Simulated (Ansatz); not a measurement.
Runs of Ansatz 0.2.0 on BaTiO3 (Barioperovskite). The structure is orthorhombic, space group Amm2 (No. 38). Conventional cell: a = 3.986 Å, b = 5.674 Å, c = 5.690 Å, α = 90.00°, β = 90.00°, γ = 90.00°. Ba (site symmetry mm2) has 12 O at 2.77 to 2.92 Å as nearest neighbours. Ti (site symmetry mm2) has 6 O at 1.93 to 2.09 Å as nearest neighbours. O (site symmetry m) has 2 Ti at 1.93 to 2.09 Å as nearest neighbours. O (site symmetry mm2) is surrounded by 2 Ti at 2.00 Å. 

| task | level | potentials or basis | U | cell | cutoff (eV) | hubbard projectors | double counting | points for each segment of the path | gap on the mesh (eV) | pressure (GPa) | largest force (eV/Å) |
| --- | --- | --- | --- | --- | --- | --- | --- | --- | --- | --- | --- |
| single point | PBEsol | Ansatz PAW earlier set | - | as given | 930 | - | - | - | 1.94 | -3.9 | (b) |
| projected density of states | PBEsol+U | Ansatz PAW | Ti d U = 8 eV | as given | 420 | ortho-atomic (the default) | fll (the default) | - | (a) | -0.9 | 0.37 |
| band structure | r2SCAN+U | Ansatz PAW | Ti d U = 5 eV | as given | 500 | ortho-atomic (the default) | fll (the default) | 14 | 2.99 | 0.9 | 0.28 |
| projected density of states | PBEsol+U | Ansatz PAW | Ti d U = 2 eV | as given | 420 | ortho-atomic (the default) | fll (the default) | - | 2.14 | -3.3 | 0.23 |
| relaxation of cell and atoms | r2SCAN | Ansatz PAW | - | relaxed | 500 | - | - | - | 2.74 | 0.0 | - |

Alike in all rows: no spin polarisation; k mesh 7 × 7 × 7; smearing fermi-dirac 0.05 eV.

Q: Fill in the values left out.

A: (a) 3.00; (b) 0.29.

Caveats: spin-orbit coupling is left out, which moves the levels of the heavy elements; the PAW data sets come from PBE, with cores solved anew for the run's functional, which leaves a small shift of forces and pressure; odd divisions of the mesh miss points on the zone boundary, where band edges often lie, so the gap on the mesh can be too wide (some runs); the density of states is complete only up to the lowest level of the last band computed (some runs); the k mesh misses the band edges, so the gap on the mesh is wider than the one along the path (some runs); the plane-wave basis is chosen anew once the cell has moved, so the energies of steps on either side of that aren't comparable (some runs).

A k mesh can miss the band edges, and the runs leave out spin-orbit coupling on Ba.

Not every run made on this cell is shown here.
